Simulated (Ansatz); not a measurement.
Input of an Ansatz 0.2.0 run:

input.yaml

```yaml
crystal:
  lattice:
    - [0.0, 2.8338, 2.8338]
    - [2.8338, 0.0, 2.8338]
    - [2.8338, 2.8338, 0.0]
  atoms:
    - { symbol: Se, position: [0.75, 0.75, 0.75] }
    - { symbol: Zn, position: [0.0, 0.0, 0.0] }
hamiltonian:
  xc: pbe
  pseudopotentials: { kind: paw }
kpoints:
  mp_grid: { grid: [14, 14, 14] }
scf:
  occupations: { method: fermi_dirac, width: 0.05 }
output:
  forces: true
  stress: true
  eigenvalues: true
```

Potentials or basis: Ansatz PAW.

Command:

```bash
$ ansatz run input.yaml --threads 2 --pin off --max-ram 5120MiB --backend cpu --events-out ev --progress --plain --runs-dir out
```

**Question.** Predict the band gap on the k mesh.

**Answer.** 1.29 eV, direct.

**Question.** Predict the pressure.

**Answer.** 2.1 GPa.

**The experiment to reproduce.**

“Alloy Disordering Effects on the Thermal Conductivity and Energy Gap Temperature Dependence of Cd1−xZnxSe Ternary Crystals Grown by the Bridgman Method”, 2023, pmc:10253836 reports, for a bulk crystal of ZnSe at 300 K: band gap 2.695 ± 0.003 eV (an exciton energy, a little under the gap).

Measured gap of ZnSe: 2.695 eV (an exciton energy, a little under the gap; 300 K; “Alloy Disordering Effects on the Thermal Conductivity and Energy Gap Temperature Dependence of Cd1−xZnxSe Ternary Crystals Grown by the Bridgman Method”, 2023, pmc:10253836). This calculation gives 1.29 eV (-1.41 eV). So large a miss can be the level of theory's own, or it may mean another phase, state or a wrong row. Spin-orbit coupling on Se is left out. The value is that of PBE on a finite k mesh, which can miss the band edges, without temperature or zero-point motion. Semilocal functionals fall short of measured gaps as a rule.
